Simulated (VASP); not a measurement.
# Cu in VASP: notebook

One slab, Cu, is run at these levels: PBE; tasks: single point, relaxation of the atoms.

Everything below comes from runs of VASP 6.6.1. Logs are shortened: lines on timing, memory, paths and dates and some standing lists are left out, and cuts for length are marked.

## (1) The structure

The cell holds a slab with vacuum, 12 atoms: a = 5.112 Å, b = 5.112 Å, c = 20.174 Å, α = 90.00°, β = 90.00°, γ = 60.00°.

The cell was built by a generator and needn't be a form met in nature.

## (2) Single point, PBE

Contents of INCAR:

```
PREC = Accurate ; ENCUT = 520
EDIFF = 1E-6 ; ISMEAR = 0
SIGMA = 0.1 ; LREAL = False
LASPH = True ; NELM = 100
ALGO = Fast ; ISIF = 2
LWAVE = False ; LCHARG = True
LDIPOL = True ; IDIPOL = 3
DIPOL = 0.5 0.5 0.499 ; GGA = PE
LELF = True ; LVHAR = True
LVACPOTAV = True ; NBANDS = 78
```

Contents of KPOINTS:

```
Automatic mesh
0
Gamma
  4 4 1
```

Contents of POSCAR:

```
Cu
1.0
    5.1123820280      0.0000000000      0.0000000000
    2.5561910140      4.4274527101      0.0000000000
    0.0000000000      0.0000000000     20.1742424462
Cu
12
Direct
    0.1666666667      0.1666666667      0.3965452493
    0.6666666667      0.1666666667      0.3965452493
    0.1666666667      0.6666666667      0.3965452493
    0.6666666667      0.6666666667      0.3965452493
   -0.1666666667      0.3333333333      0.4994388132
    0.3333333333      0.3333333333      0.4994388132
   -0.1666666667      0.8333333333      0.4994388132
    0.3333333333      0.8333333333      0.4994388132
    0.0000000000      0.0000000000      0.6023350591
    0.5000000000      0.0000000000      0.6023350591
    0.0000000000      0.5000000000      0.6023350591
    0.5000000000      0.5000000000      0.6023350591
```

Potentials or basis: VASP PAW PBE potentials, release 64 (Cu).

Command:

```
$ cat potpaw_PBE.64/Cu/POTCAR > POTCAR
$ mpirun -np 1 vasp_std > vasp.out
```

OUTCAR:

```text
PREC = Accurate
   ENCUT = 520
   EDIFF = 1E-6
   ISMEAR = 0
   LREAL = False
   LASPH = True
   NELM = 100
   ISIF = 2
   GGA = PE

 ion  position               nearest neighbor table
   1  0.167  0.167  0.397-   6 2.55   5 2.55   8 2.55   2 2.56   2 2.56   3 2.56   4 2.56   3 2.56
                             4 2.56
   2  0.667  0.167  0.397-   5 2.55   6 2.55   7 2.55   1 2.56   1 2.56   3 2.56   4 2.56   4 2.56
                             3 2.56
   3  0.167  0.667  0.397-   8 2.55   7 2.55   6 2.55   4 2.56   4 2.56   1 2.56   2 2.56   2 2.56
                             1 2.56
   4  0.667  0.667  0.397-   7 2.55   8 2.55   5 2.55   3 2.56   3 2.56   1 2.56   2 2.56   1 2.56
                             2 2.56
   5  0.833  0.333  0.499-   2 2.55   1 2.55   4 2.55  12 2.55   9 2.55  11 2.55   6 2.56   6 2.56
                             7 2.56   8 2.56   7 2.56   8 2.56
   6  0.333  0.333  0.499-   1 2.55   2 2.55   3 2.55  11 2.55  10 2.55  12 2.55   5 2.56   5 2.56
                             7 2.56   8 2.56   8 2.56   7 2.56
   7  0.833  0.833  0.499-   4 2.55   3 2.55   2 2.55  10 2.55  11 2.55   9 2.55   8 2.56   8 2.56
                             5 2.56   6 2.56   6 2.56   5 2.56
   8  0.333  0.833  0.499-   3 2.55   4 2.55   1 2.55   9 2.55  12 2.55  10 2.55   7 2.56   7 2.56
                             5 2.56   6 2.56   5 2.56   6 2.56
   9  0.000  0.000  0.602-   8 2.55   5 2.55   7 2.55  10 2.56  10 2.56  11 2.56  12 2.56  11 2.56
[... 14 lines left out ...]
 A1 = (  -2.5561910140,  -4.4274527101,   0.0000000000)
 A2 = (   5.1123820280,   0.0000000000,   0.0000000000)
 A3 = (   0.0000000000,   0.0000000000,  20.1742424462)

Analysis of symmetry for initial positions (statically):
=====================================================================
 Subroutine PRICEL returns following result:

  LATTYP: Found a hexagonal cell.
 ALAT       =     2.5561910140
 C/A-ratio  =     7.8923063009

  Lattice vectors:

 A1 = (  -1.2780955070,  -2.2137263550,   0.0000000000)
 A2 = (   2.5561910140,   0.0000000000,   0.0000000000)
 A3 = (   0.0000000000,   0.0000000000,  20.1742424462)

   4 primitive cells build up your supercell.

 Routine SETGRP: Setting up the symmetry group for a
 hexagonal supercell.

 Subroutine GETGRP returns: Found 12 space group operations
 (whereof  6 operations were pure point group operations)
 out of a pool of 24 trial point group operations.

The static configuration has the point symmetry C_3v.
 The point group associated with its full space group is D_3d.

Analysis of symmetry for dynamics (positions and initial velocities):
=====================================================================
 Subroutine PRICEL returns following result:

  LATTYP: Found a hexagonal cell.
 ALAT       =     2.5561910140
 C/A-ratio  =     7.8923063009

  Lattice vectors:

[... 120 lines left out ...]
   GGA     = PE    functional components
   LHFCALC =     F    Hartree Fock is set to
   AEXX    =    0.0000 exact exchange contribution
   IVDW    =     0    specifies the selected vdW correction
   LEPSILON=     F    determine dielectric tensor
   LRPA    =     F    only Hartree local field effects (RPA)
 non-spin polarized calculation
 RMM-DIIS sequential band-by-band and
 Gauss-broadening in eV      SIGMA  =   0.10
  energy-cutoff  :      520.00
  volume of cell :      456.64
 maximum number of plane-waves:     12332
 NGX is ok and might be reduce to    40
   NGX = 19   NGY = 19   NGZ = 75

 dipolmoment           0.000000      0.000000     -0.000002 electrons x Angstroem

 number of electron     131.9999999 magnetization

 dipolmoment           0.000000      0.000000      0.000420 electrons x Angstroem

 Free energy of the ion-electron system (eV)
  ---------------------------------------------------
  ext. energy  EPLUGINS =         0.00000000
  ---------------------------------------------------
  free energy    TOTEN  =       -40.90737393 eV

  energy without entropy =      -40.81354814  energy(sigma->0) =      -40.86046104

 E-fermi :  -0.8920     XC(G=0):  -4.8538

 val. band max:       -0.9043645630   @ k =   0.2500  -0.0000   0.0000
 cond. band min:      -0.8919358436   @ k =   0.5000  -0.0000   0.0000
 fundamental gap:      0.0124287194
 Fermi energy:        -0.8919528937

 k-point     1 :       0.0000    0.0000    0.0000
  band No.  band energies     occupation
      1      -9.5071      2.00000
      2      -7.5315      2.00000
      3      -6.0420      2.00000
      4      -5.6062      2.00000
      5      -5.6062      2.00000
      6      -5.6062      2.00000
[... 313 lines left out ...]
     77       4.6192      0.00000
     78       5.3052      0.00000

------------------------ aborting loop because EDIFF is reached ----------------------------------------

  FORCE on cell =-STRESS in cart. coord.  units (eV):
  Direction    XX          YY          ZZ          XY          YZ          ZX
  --------------------------------------------------------------------------------------
  -------------------------------------------------------------------------------------
  Total       -2.7117465     -2.7117465      0.2833350     -0.0000000      0.0000000     -0.0000000
  in kB       -9.5144833     -9.5144833      0.9941142     -0.0000000      0.0000000     -0.0000000
  external PRESSURE =      -6.0116175 kB  Pullay stress =       0.0000000 kB

 VOLUME and BASIS-vectors are now :
 -----------------------------------------------------------------------------
  energy-cutoff  :      520.00
  volume of cell :      456.64
      direct lattice vectors                 reciprocal lattice vectors
     5.112382028  0.000000000  0.000000000     0.195603536 -0.112931754  0.000000000
     2.556191014  4.427452710  0.000000000     0.000000000  0.225863508  0.000000000
     0.000000000  0.000000000 20.174242446     0.000000000  0.000000000  0.049568156

 POSITION                                       TOTAL-FORCE (eV/Angst)
 -----------------------------------------------------------------------------------
      1.27810      0.73791      8.00000        -0.000000      0.000000     -0.020792
      3.83429      0.73791      8.00000         0.000000      0.000000     -0.020792
      2.55619      2.95164      8.00000        -0.000000     -0.000000     -0.020792
      5.11238      2.95164      8.00000        -0.000000     -0.000000     -0.020792
      5.11238      1.47582     10.07580         0.000000     -0.000000     -0.000000
      2.55619      1.47582     10.07580         0.000000      0.000000      0.000000
      6.39048      3.68954     10.07580        -0.000000     -0.000000     -0.000000
      3.83429      3.68954     10.07580         0.000000      0.000000      0.000000
      0.00000      0.00000     12.15165         0.000000     -0.000000      0.020792
      2.55619      0.00000     12.15165        -0.000000     -0.000000      0.020792
      1.27810      2.21373     12.15165         0.000000     -0.000000      0.020792
      3.83429      2.21373     12.15165         0.000000      0.000000      0.020792
 -----------------------------------------------------------------------------------
    total drift:                               -0.000000     -0.000000      0.082532

  FREE ENERGIE OF THE ION-ELECTRON SYSTEM (eV)
  ---------------------------------------------------
  free  energy   TOTEN  =       -40.9073739312 eV

  energy  without entropy=      -40.8135481441  energy(sigma->0) =      -40.86046104

 vacuum level on the upper side and lower side of the slab         3.895         3.891
```

stdout:

```text
POSCAR found type information on POSCAR Cu
 POSCAR found :  1 types and      12 ions
 scaLAPACK will be used
 LDA part: xc-table for (Slater+PW92), standard interpolation
 POSCAR, INCAR and KPOINTS ok, starting setup
 FFT: planning ... GRIDC
 FFT: planning ... GRID_SOFT
 FFT: planning ... GRID
 WAVECAR not read
 entering main loop
 -----------------------------------------------------------------------------
|                                                                             |
|           W    W    AA    RRRRR   N    N  II  N    N   GGGG   !!!           |
|           W    W   A  A   R    R  NN   N  II  NN   N  G    G  !!!           |
|           W    W  A    A  R    R  N N  N  II  N N  N  G       !!!           |
|           W WW W  AAAAAA  RRRRR   N  N N  II  N  N N  G  GGG   !            |
|           WW  WW  A    A  R   R   N   NN  II  N   NN  G    G                |
|           W    W  A    A  R    R  N    N  II  N    N   GGGG   !!!           |
|                                                                             |
|     Did not find any points to average over, which means that no vacuum     |
|     field-free region was found. Please increase the size of  your cell     |
|     in the dimension of the dipole correction to obtain accurate            |
|     workfunction values.                                                    |
|                                                                             |
 -----------------------------------------------------------------------------
```

Run time: 3.9 min. Hardware: 1 thread of Intel Xeon Platinum 8488C (Sapphire Rapids), shared host; peak memory 0.55 GiB.

What came out:

* Free energy: -40.9074 eV
* Largest force: 0.021 eV/Å
* Band gap on the k mesh: none (metal or under the smearing width)
* Work function of the upper face: 4.79 eV
* Work function of the lower face: 4.78 eV

Forces in eV/Å, atoms in the order of the input:
```
Cu   0.000  0.000 -0.021
Cu   0.000  0.000 -0.021
Cu   0.000  0.000 -0.021
Cu   0.000  0.000 -0.021
Cu   0.000  0.000  0.000
Cu   0.000  0.000  0.000
Cu   0.000  0.000  0.000
Cu   0.000  0.000  0.000
Cu   0.000  0.000  0.021
Cu   0.000  0.000  0.021
Cu   0.000  0.000  0.021
Cu   0.000  0.000  0.021
```

## (3) Relaxation of the atoms, PBE

Contents of INCAR:

```
SYSTEM = Cu
  ALGO = Fast
  DIPOL = 0.5 0.5 0.500
  EDIFF = 1E-7
  EDIFFG = -0.02
  ENCUT = 520
  GGA = PE
  IBRION = 2
  IDIPOL = 3
  ISIF = 2
  ISMEAR = 0
  LASPH = .TRUE.
  LCHARG = .FALSE.
  LDIPOL = .TRUE.
  LREAL = .FALSE.
  LWAVE = .FALSE.
  NELM = 100
  NSW = 100
  PREC = Accurate
  SIGMA = 0.1
```

Contents of KPOINTS:

```
k-points
0
G
  4 4 1
  0 0 0
```

Contents of POSCAR:

```
Cu
1.0
    5.1123820280      0.0000000000      0.0000000000
    2.5561910140      4.4274527101      0.0000000000
    0.0000000000      0.0000000000     20.1742424462
Cu
12
Selective dynamics
Direct
    0.1666666667      0.1666666667      0.3965452493  F F F
    0.6666666667      0.1666666667      0.3965452493  F F F
    0.1666666667      0.6666666667      0.3965452493  F F F
    0.6666666667      0.6666666667      0.3965452493  F F F
   -0.1666666667      0.3333333333      0.5000000000  T T T
    0.3333333333      0.3333333333      0.5000000000  T T T
   -0.1666666667      0.8333333333      0.5000000000  T T T
    0.3333333333      0.8333333333      0.5000000000  T T T
    0.0000000000      0.0000000000      0.6034547507  T T T
    0.5000000000      0.0000000000      0.6034547507  T T T
    0.0000000000      0.5000000000      0.6034547507  T T T
    0.5000000000      0.5000000000      0.6034547507  T T T
```

Potentials or basis: VASP PAW PBE potentials, release 64 (Cu).

Command:

```
$ cat potpaw_PBE.64/Cu/POTCAR > POTCAR
$ mpirun -np 1 vasp_std > vasp.out
```

OUTCAR:

```text
SYSTEM = Cu
   EDIFF = 1E-7
   EDIFFG = -0.02
   ENCUT = 520
   GGA = PE
   IBRION = 2
   ISIF = 2
   ISMEAR = 0
   LASPH = .TRUE.
   LREAL = .FALSE.
   NELM = 100
   NSW = 100
   PREC = Accurate

 ion  position               nearest neighbor table
   1  0.167  0.167  0.397-   6 2.56   5 2.56   8 2.56   2 2.56   2 2.56   3 2.56   4 2.56   3 2.56
                             4 2.56
   2  0.667  0.167  0.397-   5 2.56   6 2.56   7 2.56   1 2.56   1 2.56   3 2.56   4 2.56   4 2.56
                             3 2.56
   3  0.167  0.667  0.397-   8 2.56   7 2.56   6 2.56   4 2.56   4 2.56   1 2.56   2 2.56   2 2.56
                             1 2.56
   4  0.667  0.667  0.397-   7 2.56   8 2.56   5 2.56   3 2.56   3 2.56   1 2.56   2 2.56   1 2.56
                             2 2.56
   5  0.833  0.333  0.500-   2 2.56  12 2.56   9 2.56  11 2.56   1 2.56   4 2.56   6 2.56   6 2.56
                             7 2.56   8 2.56   7 2.56   8 2.56
   6  0.333  0.333  0.500-   1 2.56  11 2.56  10 2.56   2 2.56  12 2.56   3 2.56   5 2.56   5 2.56
                             7 2.56   8 2.56   8 2.56   7 2.56
   7  0.833  0.833  0.500-   4 2.56  10 2.56  11 2.56   3 2.56   9 2.56   2 2.56   8 2.56   8 2.56
                             5 2.56   6 2.56   6 2.56   5 2.56
   8  0.333  0.833  0.500-   3 2.56   9 2.56  12 2.56  10 2.56   4 2.56   1 2.56   7 2.56   7 2.56
                             5 2.56   6 2.56   5 2.56   6 2.56
   9  0.000  0.000  0.603-   8 2.56   5 2.56   7 2.56  10 2.56  10 2.56  11 2.56  12 2.56  11 2.56
[... 14 lines left out ...]
 A1 = (  -2.5561910140,  -4.4274527101,   0.0000000000)
 A2 = (   5.1123820280,   0.0000000000,   0.0000000000)
 A3 = (   0.0000000000,   0.0000000000,  20.1742424462)

Analysis of symmetry for initial positions (statically):
=====================================================================
 Subroutine PRICEL returns following result:

  LATTYP: Found a hexagonal cell.
 ALAT       =     2.5561910140
 C/A-ratio  =     7.8923063009
[... 12 lines left out ...]
 Subroutine GETGRP returns: Found 12 space group operations
[... 184 lines left out ...]
  ---------------------------------------------------
  ext. energy  EPLUGINS =         0.00000000
  ---------------------------------------------------
  free energy    TOTEN  =       -40.90766720 eV

  energy without entropy =      -40.81597058  energy(sigma->0) =      -40.86181889

 E-fermi :  -0.9052     XC(G=0):  -4.8600

 val. band max:       -0.9137976217   @ k =   0.2500  -0.0000   0.0000
 cond. band min:      -0.9020505974   @ k =   0.5000  -0.0000   0.0000
 fundamental gap:      0.0117470243
 Fermi energy:        -0.9052489202

 k-point     1 :       0.0000    0.0000    0.0000
  band No.  band energies     occupation
      1      -9.4979      2.00000
      2      -7.5384      2.00000
      3      -6.0517      2.00000
      4      -5.6029      2.00000
      5      -5.6029      2.00000
      6      -5.6029      2.00000
[... 313 lines left out ...]
     77       4.6079      0.00000
     78       5.3026      0.00000
 [bands above 78 left out]

------------------------ aborting loop because EDIFF is reached ----------------------------------------

 vacuum level on the upper side and lower side of the slab       (xc-potential included)        -0.080        -0.079

  FORCE on cell =-STRESS in cart. coord.  units (eV):
  Direction    XX          YY          ZZ          XY          YZ          ZX
  --------------------------------------------------------------------------------------
  -------------------------------------------------------------------------------------
  Total       -3.1533656     -3.1533656     -0.2917744      0.0000000      0.0000000     -0.0000000
  in kB      -11.0639561    -11.0639561     -1.0237250      0.0000000      0.0000000     -0.0000000
  external PRESSURE =      -7.7172124 kB  Pullay stress =       0.0000000 kB

 VOLUME and BASIS-vectors are now :
 -----------------------------------------------------------------------------
  energy-cutoff  :      520.00
  volume of cell :      456.64
      direct lattice vectors                 reciprocal lattice vectors
     5.112382028  0.000000000  0.000000000     0.195603536 -0.112931754  0.000000000
     2.556191014  4.427452710  0.000000000     0.000000000  0.225863508  0.000000000
     0.000000000  0.000000000 20.174242446     0.000000000  0.000000000  0.049568156

 POSITION                                       TOTAL-FORCE (eV/Angst)
 -----------------------------------------------------------------------------------
      1.27810      0.73791      8.00000        -0.000000      0.000000      0.011612
      3.83429      0.73791      8.00000         0.000000     -0.000000      0.011612
      2.55619      2.95164      8.00000        -0.000000      0.000000      0.011612
      5.11238      2.95164      8.00000         0.000000      0.000000      0.011612
      5.11238      1.47582     10.08712        -0.000000     -0.000000      0.000005
      2.55619      1.47582     10.08712        -0.000000     -0.000000      0.000005
      6.39048      3.68954     10.08712         0.000000     -0.000000      0.000005
      3.83429      3.68954     10.08712         0.000000      0.000000      0.000005
      0.00000      0.00000     12.17424         0.000000     -0.000000     -0.011617
      2.55619      0.00000     12.17424         0.000000     -0.000000     -0.011617
      1.27810      2.21373     12.17424         0.000000     -0.000000     -0.011617
      3.83429      2.21373     12.17424         0.000000     -0.000000     -0.011617
 -----------------------------------------------------------------------------------
    total drift:                               -0.000000     -0.000000      0.000014

  FREE ENERGIE OF THE ION-ELECTRON SYSTEM (eV)
  ---------------------------------------------------
  free  energy   TOTEN  =       -40.9076671967 eV

  energy  without entropy=      -40.8159705775  energy(sigma->0) =      -40.86181889

 reached required accuracy - stopping structural energy minimisation

 vacuum level on the upper side and lower side of the slab         3.829         3.829
```

OSZICAR:

```text
N       E                     dE             d eps       ncg     rms          rms(c)
DAV:   1     0.117878160122E+04    0.11788E+04   -0.55633E+04   632   0.196E+03
DAV:   2     0.825344498182E+02   -0.10962E+04   -0.10620E+04   632   0.424E+02
DAV:   3    -0.443110981893E+02   -0.12685E+03   -0.11840E+03   667   0.201E+02
[... 19 lines left out ...]
RMM:  23    -0.409076582904E+02   -0.13792E-04   -0.10452E-06   499   0.352E-03    0.120E-03
RMM:  24    -0.409076646820E+02   -0.63917E-05   -0.52833E-07   414   0.412E-03    0.668E-04
RMM:  25    -0.409076670198E+02   -0.23378E-05   -0.26638E-07   381   0.325E-03    0.591E-04
RMM:  26    -0.409076671812E+02   -0.16134E-06   -0.43665E-08   366   0.175E-03    0.150E-04
RMM:  27    -0.409076671967E+02   -0.15512E-07   -0.12185E-08   349   0.670E-04
   1 F= -.40907667E+02 E0= -.40861819E+02  d E =-.409077E+02
```

It took 4.1 min on 1 thread of Intel Xeon Platinum 8488C (Sapphire Rapids), shared host; peak memory 0.54 GiB.

Results:

- Free energy: -40.9077 eV
- Band gap on the k mesh: none (metal or under the smearing width)

Final structure:
```xyz
12
Lattice="5.1124 0.0000 0.0000 2.5562 4.4275 0.0000 0.0000 0.0000 20.1742" Properties=species:S:1:pos:R:3 pbc="T T T"
Cu    1.2781    0.7379    8.0000
Cu    3.8343    0.7379    8.0000
Cu    2.5562    2.9516    8.0000
Cu    5.1124    2.9516    8.0000
Cu    5.1124    1.4758   10.0871
Cu    2.5562    1.4758   10.0871
Cu    6.3905    3.6895   10.0871
Cu    3.8343    3.6895   10.0871
Cu    0.0000    0.0000   12.1742
Cu    2.5562    0.0000   12.1742
Cu    1.2781    2.2137   12.1742
Cu    3.8343    2.2137   12.1742
```

Caveat: the relaxation stopped at its first step, so nothing moved.
